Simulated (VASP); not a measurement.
Wanted: the native input for a VASP 6.6.1 run.

| Quantity | Value |
| --- | --- |
| Task | relaxation of cell and atoms |
| Functional | PBE |
| Potentials or basis | VASP PAW PBE potentials, release 64 (Ba_sv, Zr_sv, O) |
| Cutoff | 700 eV |
| k mesh | 6 × 6 × 6 |
| Occupations | gaussian, width 0.02 eV |
| Spin | no spin polarisation |
| Further INCAR settings | ALGO = Normal; EDIFF = 1e-06; IBRION = 2; EDIFFG = -0.005; NSW = 60; ISIF = 3 |

The structure of BaZrO3 lies in POSCAR:

```
BaZrO3
1.0
    4.2000000000      0.0000000000      0.0000000000
    0.0000000000      4.2000000000      0.0000000000
    0.0000000000      0.0000000000      4.2000000000
Ba Zr O
1 1 3
Direct
    0.0000000000      0.0000000000      0.0000000000
    0.5000000000      0.5000000000      0.5000000000
    0.5000000000      0.5000000000      0.0000000000
    0.0000000000      0.5000000000      0.5000000000
    0.5000000000      0.0000000000      0.5000000000
```

The cell was built by a generator and needn't be a form met in nature.

The input as run:

INCAR

```
PREC     = Accurate       # precision mode
ENCUT    = 700            # plane-wave cutoff, eV
EDIFF    = 1E-6           # SCF threshold, eV
ISMEAR   = 0              # smearing method
SIGMA    = 0.02           # smearing width, eV
LREAL    = F              # projectors in reciprocal space
LASPH    = T              # aspherical terms in the spheres
NELM     = 120            # most SCF steps
ALGO     = Normal         # electronic algorithm
ISIF     = 3              # what is computed and relaxed
LWAVE    = F              # write WAVECAR
LCHARG   = F              # write CHGCAR
GGA      = PE             # functional
IBRION   = 2              # ionic algorithm
NSW      = 60             # ionic steps
EDIFFG   = -0.005         # ionic threshold
KPAR     = 2
```

KPOINTS

```
Automatic mesh
0
Gamma
  6 6 6
```

Potentials or basis: VASP PAW PBE potentials, release 64 (Ba_sv, Zr_sv, O).

Launch:

```console
$ cat potpaw_PBE.64/Ba_sv/POTCAR potpaw_PBE.64/Zr_sv/POTCAR potpaw_PBE.64/O/POTCAR > POTCAR
$ mpirun -np 2 vasp_std > vasp.out
```

Results of the run:

```
Relaxed volume                         : 15.19 Å³/atom
Relaxed cell                           : a = 4.235 Å, b = 4.235 Å, c = 4.235 Å, α = 90.00°, β = 90.00°, γ = 90.00°
Space group after relaxing (to 0.05 Å) : Pm-3m (No. 221)
Energy gained by relaxing              : 4.3 meV/atom
Ionic steps                            : 3
Pressure after relaxing                : 0.0 GPa
Band gap on the k mesh                 : 3.12 eV, indirect (least direct gap 3.38 eV)
```

Caveat: spin-orbit coupling is left out, which moves the levels of the heavy elements.

It took 47 s on 2 MPI ranks on Intel(R) Xeon(R) Platinum 8488C (Sapphire Rapids), on a shared host, peak memory 0.25 GiB a rank.
